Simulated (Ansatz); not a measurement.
# SrO: the cost of one run

Computed with the Python package of Ansatz 0.2.0. Level of theory: DFT PBE, plane waves, PAW.

The COD entry's cell or inner coordinates are ideal or old and differ from later refinements, so a difference from it is no clean test against experiment.

### Step 1. Starting point

It takes space group Fm-3m (No. 225, cubic). Conventional cell: a = 5.133 Å, b = 5.133 Å, c = 5.133 Å, α = 90.00°, β = 90.00°, γ = 90.00°. Sr (site symmetry m-3m) has 6 O at 2.57 Å as nearest neighbours. O (site symmetry m-3m) has 6 Sr at 2.57 Å as nearest neighbours.

The script holds or builds the structure itself.

### Step 2. Script

The input, push_sro.py:

```python
import argparse
import warnings

import ansatz as az
from ase import Atoms
import numpy as np

parser = argparse.ArgumentParser(description="Frozen displacement of one atom in SrO.")
parser.add_argument("--xc", required=True, help="exchange-correlation functional")
parser.add_argument("--filling", required=True, help="how the bands are filled")
parser.add_argument("--scf-tol", type=float, required=True, help="SCF tolerance (eV)")
args = parser.parse_args()

warnings.simplefilter("ignore", az.DeckWarning)

atoms = Atoms(
    ["Sr", "O"],
    scaled_positions=[
        (0.5, 0.5, 0.5),
        (0.0, 0.0, 0.0),
    ],
    cell=[
        (0.0, 2.5663, 2.5663),
        (2.5663, 0.0, 2.5663),
        (2.5663, 2.5663, 0.0),
    ],
    pbc=True,
)
sro = az.Crystal.from_ase(atoms)

inverse = np.linalg.inv(np.array(sro.lattice.vectors))
home = np.array(sro.sites[1].position)
values = np.linspace(-0.2, 0.2, 5)
energies, pulls = [], []
for shift in values:
    moved = sro.move(1, to=home + shift * inverse[2])
    calc = (
        moved.calculation()
        .functional(args.xc)
        .pseudopotentials("paw")
        .basis(41 * az.Ry)
        .kpoints(6, center="gamma")
        .occupations(args.filling)
        .scf(tolerance=args.scf_tol)
        .forces()
    )
    r = calc.run().report
    energies.append(r["free_energy_ev"])
    pulls.append(r["forces_ev_ang"][1][2])

print("shift (A)   dE (eV)   force along z (eV/A)")
for shift, e, f in zip(values, energies, pulls):
    print(f"{shift:8.3f} {e - energies[2]:10.5f} {f:12.4f}")
print(f"stiffness from energies {2 * np.polyfit(values, energies, 2)[0]:.3f}, from forces {-np.polyfit(values, pulls, 1)[0]:.3f} eV/A^2")
```

### Step 3. The run

Launch:

```bash
> python push_sro.py --xc PBE --filling fixed --scf-tol 1e-07
```

Q: Estimate wall time and peak memory on 1 thread of Arm Neoverse V1, shared host.

About 7.2 s, with a peak of 0.36 GiB.
